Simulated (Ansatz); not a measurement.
The system is CdSe (Cadmoselite).

```
CELL_PARAMETERS angstrom
4.30000 0.00000 0.00000
-2.15000 3.72391 0.00000
0.00000 0.00000 7.02000
ATOMIC_POSITIONS crystal
Cd 0.66667 0.33333 0.50000
Cd 0.33333 0.66667 0.00000
Se 0.66667 0.33333 0.88500
Se 0.33333 0.66667 0.38500
```

| Property | Result |
| --- | --- |
| Program | Ansatz 0.2.0 |
| Task | relaxation of cell and atoms |
| Functional | RPBE |
| Dispersion | D3(BJ) |
| Potentials or basis | Ansatz PAW |
| Cutoff | 420 eV (not typed: the program's choice for these potentials) |
| k mesh | 7 × 7 × 4 |
| Occupations | fermi-dirac, width 0.05 eV |
| Spin | no spin polarisation |

At the start: volume 28.10 Å³/atom.

Task: How do energy, volume and symmetry change on relaxing?

Result: It ends after 5 steps and the volume is 26.23 Å³/atom (-6.7 %); space group P6_3mc (No. 186, to 0.05 Å).

The path:
| step | energy change (eV) | largest force (eV/Å) | volume (Å³) |
| --- | --- | --- | --- |
| 1 | 0.0000 | 0.3107 | 112.41 |
| 2 | -0.0793 | 0.3719 | 101.71 |
| 3 | -0.1125 | 0.0959 | 105.43 |
| 4 | -0.1147 | 0.0006 | 104.91 |
| 5 | -0.1129 | 0.0006 | 104.91 |

Final structure:
```
Cd Se
1.0
     4.22223    0.00000    0.00000
    -2.11112    3.65656    0.00000
     0.00000    0.00000    6.79502
Cd Se
2 2
Direct
  0.66667 0.33333 0.50272
  0.33333 0.66667 0.00272
  0.66667 0.33333 0.88228
  0.33333 0.66667 0.38228
```

Caveat: the plane-wave basis is chosen anew once the cell has moved, so the energies of steps on either side of that aren't comparable; the PAW data sets come from PBE, with cores solved anew for the run's functional, which leaves a small shift of forces and pressure.
